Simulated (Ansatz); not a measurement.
Crystal: Si.

```
CELL_PARAMETERS angstrom
-1.62691 1.62691 1.32033
1.62691 -1.62691 1.32033
1.62691 1.62691 -1.32033
ATOMIC_POSITIONS crystal
Si 0.00000 0.00000 0.00000
```

This isn't the form of Si at room conditions, which is diamond.

- Program: Ansatz 0.2.0
- Task: relaxation of cell and atoms
- Functional: revPBE
- Dispersion: D3(BJ)
- Potentials or basis: Ansatz PAW
- Cutoff: 420 eV (not typed: the program's choice for these potentials)
- k mesh: 13 × 13 × 13
- Occupations: fermi-dirac, width 0.05 eV
- Spin: no spin polarisation

At the start: volume 13.98 Å³/atom.

Task: Where does the relaxation end?

Result: It ends after 8 steps and the volume is 13.25 Å³/atom (-5.2 %); space group I4/mmm (No. 139, to 0.05 Å).

Step by step:
```tsv
step	energy change (eV)	largest force (eV/Å)	volume (Å³)
1	0.0000	0.0000	13.98
2	-0.0146	0.0000	13.46
3	-0.0202	0.0000	13.03
4	-0.0213	0.0000	13.19
5	-0.0215	0.0000	13.26
6	-0.0215	0.0000	13.25
7	-0.0215	0.0000	13.25
8	-0.0215	0.0000	13.25
```

Final structure:
```xyz
1
Lattice="-1.6209 1.6209 1.2610 1.6209 -1.6209 1.2610 1.6209 1.6209 -1.2610" Properties=species:S:1:pos:R:3 pbc="T T T"
Si    0.0000    0.0000    0.0000
```

Caveat: the plane-wave basis is chosen anew once the cell has moved, so the energies of steps on either side of that aren't comparable; pairwise dispersion overbinds metals, which lowers pressure and volume; the PAW data sets come from PBE, with cores solved anew for the run's functional, which leaves a small shift of forces and pressure.
